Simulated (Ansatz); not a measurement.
# CdTe: the cost of one run

Program: Ansatz 0.2.0. Level of theory: DFT PBE, scalar-relativistic, plane waves, PAW. These are calculated values, not measurements.

The COD entry's cell or inner coordinates are ideal or old and differ from later refinements, so a difference from it is no clean test against experiment.

3 further runs of the same task are left out: 3 set aside as unsound or not needed.

## 1. Starting point

It takes space group F-43m (No. 216, cubic). The conventional cell has a = 6.617 Å, b = 6.617 Å, c = 6.617 Å, α = 90.00°, β = 90.00°, γ = 90.00°. Cd (site symmetry -43m) has 4 Te at 2.87 Å as nearest neighbours. Te (site symmetry -43m) is surrounded by 4 Cd at 2.87 Å.

As a file:

```cif
data_structure
_symmetry_space_group_name_H-M 'P 1'
_symmetry_Int_Tables_number 1
_cell_length_a 9.3584
_cell_length_b 9.3584
_cell_length_c 9.3584
_cell_angle_alpha 60.000
_cell_angle_beta 60.000
_cell_angle_gamma 60.000
_cell_volume 579.54
loop_
_atom_site_label
_atom_site_type_symbol
_atom_site_fract_x
_atom_site_fract_y
_atom_site_fract_z
_atom_site_occupancy
Cd1 Cd 0.50000 0.00000 0.50000 1
Cd2 Cd 0.50000 0.50000 0.50000 1
Cd3 Cd 0.00000 0.00000 0.50000 1
Cd4 Cd 0.00000 0.50000 0.50000 1
Cd5 Cd 0.50000 0.00000 0.00000 1
Cd6 Cd 0.50000 0.50000 0.00000 1
Cd7 Cd 0.00000 0.00000 0.00000 1
Cd8 Cd 0.00000 0.50000 0.00000 1
Te1 Te 0.12500 0.12500 0.12500 1
Te2 Te 0.12500 0.62500 0.12500 1
Te3 Te 0.62500 0.12500 0.12500 1
Te4 Te 0.62500 0.62500 0.12500 1
Te5 Te 0.12500 0.12500 0.62500 1
Te6 Te 0.12500 0.62500 0.62500 1
Te7 Te 0.62500 0.12500 0.62500 1
Te8 Te 0.62500 0.62500 0.62500 1
```

It is built from the cell relaxed beforehand with the same method (36.22 Å³/atom).

## 2. The undisturbed cell

input.yaml

```yaml
crystal:
  lattice:
    - [0.0, 6.6173733836, -6.6173733836]
    - [6.6173733836, 6.6173733836, 0.0]
    - [6.6173733836, 0.0, -6.6173733836]
  atoms:
    - { symbol: Cd, position: [0.5, 0.0, 0.5] }
    - { symbol: Cd, position: [0.5, 0.5, 0.5] }
    - { symbol: Cd, position: [0.0, 0.0, 0.5] }
    - { symbol: Cd, position: [0.0, 0.5, 0.5] }
    - { symbol: Cd, position: [0.5, 0.0, 0.0] }
    - { symbol: Cd, position: [0.5, 0.5, 0.0] }
    - { symbol: Cd, position: [0.0, 0.0, 0.0] }
    - { symbol: Cd, position: [0.0, 0.5, 0.0] }
    - { symbol: Te, position: [0.125, 0.125, 0.125] }
    - { symbol: Te, position: [0.125, 0.625, 0.125] }
    - { symbol: Te, position: [0.625, 0.125, 0.125] }
    - { symbol: Te, position: [0.625, 0.625, 0.125] }
    - { symbol: Te, position: [0.125, 0.125, 0.625] }
    - { symbol: Te, position: [0.125, 0.625, 0.625] }
    - { symbol: Te, position: [0.625, 0.125, 0.625] }
    - { symbol: Te, position: [0.625, 0.625, 0.625] }
basis:
  ecutwfc: 420
kpoints:
  mp_grid: { grid: [4, 4, 4] }
hamiltonian:
  xc: pbe
scf:
  occupations: { method: gaussian, width: 0.05 }
output:
  forces: true
  stress: true
  eigenvalues: true
```

Started as:

```console
$ ansatz run input.yaml --threads 2 --pin off --max-ram 5120MiB --backend cpu --events-out ev --progress --plain --runs-dir out
```

Q: Estimate wall time and peak memory on 2 threads of Intel Xeon Platinum 8259CL at 2.50GHz (Skylake/Cascade Lake), shared host.

About 45 s, with a peak of 1.6 GiB.
